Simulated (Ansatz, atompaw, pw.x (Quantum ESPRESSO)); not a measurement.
## pw.x on fcc Mo: one setting changed

Potential: PAW, atompaw 4.2.0.5, PBEsol; core [Ar] 3d10, reference 4s2 4p6 4d5 5s1 5p0; waves: 4s (bound): rc 1.55 bohr; 5s (bound): rc 2.40 bohr; 4p (bound): rc 1.65 bohr; 5p (bound, empty): rc 2.40 bohr; 4d (bound): rc 2.40 bohr; 4d channel at 3.1 Ry: rc 2.40 bohr; local part: troulliermartins scheme with l = 3 at 0 Ry, radius 2.30 bohr; core correction: smooth core density matched at 1.50 bohr; augmentation: sinc compensation charge, radius 2.20 bohr; PAW radius 2.40 bohr; waves and projectors: custom rrkj gramschmidtortho.

The reference run (k-mesh 14³, cutoffs 60/600 Ry, Fermi–Dirac 0.01 Ry, mixing_beta 0.4, conv_thr 1e-9, no spin) gives -0.05 GPa at 15.547 Å³/atom, where all-electron LAPW gives 0.18 GPa. This run, with its own iteration cap, changes conv_thr to 0.0001.

```
&control
  calculation='scf', prefix='x', pseudo_dir='./', outdir='./tmp', tstress=.true., disk_io='none'
/
&system
  ibrav=0, nat=1, ntyp=1, ecutwfc=60, ecutrho=600, nbnd=15,
  occupations='smearing', smearing='fd', degauss=0.01
/
&electrons
  conv_thr=0.0001, mixing_beta=0.4, electron_maxstep=50
/
ATOMIC_SPECIES
Mo 1.0 Mo.UPF
CELL_PARAMETERS angstrom
  0.00000000 1.98094401 1.98094401
  1.98094401 0.00000000 1.98094401
  1.98094401 1.98094401 0.00000000
ATOMIC_POSITIONS crystal
Mo 0.0000 0.0000 0.0000
K_POINTS automatic
14 14 14 0 0 0
```

```bash
pw.x < Mo.scf.in > Mo.scf.out
```

Problem. How does the run end?

Solution. It converges in 4 iterations; the free energy moves by +0.9 meV/atom and the pressure by -5.67 GPa.

```
Message from routine setup:
     using ibrav=0 with symmetry is DISCOURAGED, use correct ibrav instead
     lattice parameter (alat)  =       5.2940  a.u.
     unit-cell volume          =     104.9164 (a.u.)^3
     number of electrons       =        14.00
     number of Kohn-Sham states=           15
     kinetic-energy cutoff     =      60.0000  Ry
     charge density cutoff     =     600.0000  Ry
     scf convergence threshold =      1.0E-04
     Exchange-correlation= SLA PW PSX PSC
     number of k points=   104  Fermi-Dirac smearing, width (Ry)=  0.0100
     iteration #  1     ecut=    60.00 Ry     beta= 0.40
     total energy              =    -359.51205252 Ry
     estimated scf accuracy    <       0.08068373 Ry
     iteration #  2     ecut=    60.00 Ry     beta= 0.40
     total energy              =    -359.52872168 Ry
     estimated scf accuracy    <       0.01566467 Ry
     iteration #  3     ecut=    60.00 Ry     beta= 0.40
     total energy              =    -359.53253744 Ry
     estimated scf accuracy    <       0.00697237 Ry
     iteration #  4     ecut=    60.00 Ry     beta= 0.40
     the Fermi energy is    19.7132 ev
!    total energy              =    -359.53312594 Ry
     estimated scf accuracy    <       0.00005017 Ry
     smearing contrib. (-TS)   =      -0.00555645 Ry
     The total energy is F=E-TS. E is the sum of the following terms:
     one-electron contribution =     -13.41996295 Ry
     hartree contribution      =      24.01299002 Ry
     xc contribution           =     -16.60131224 Ry
     ewald contribution        =    -120.02764451 Ry
     one-center paw contrib.   =    -233.49163981 Ry
     convergence has been achieved in   4 iterations
          total   stress  (Ry/bohr**3)                   (kbar)     P=      -57.26
     Message from routine punch:
     Nothing written, as per user request (disk_io='none')
```

The run took about 24 s on one core of a shared host (AMD EPYC 7R43 64-Core Processor, 256 threads, 1004 GiB, load 186).
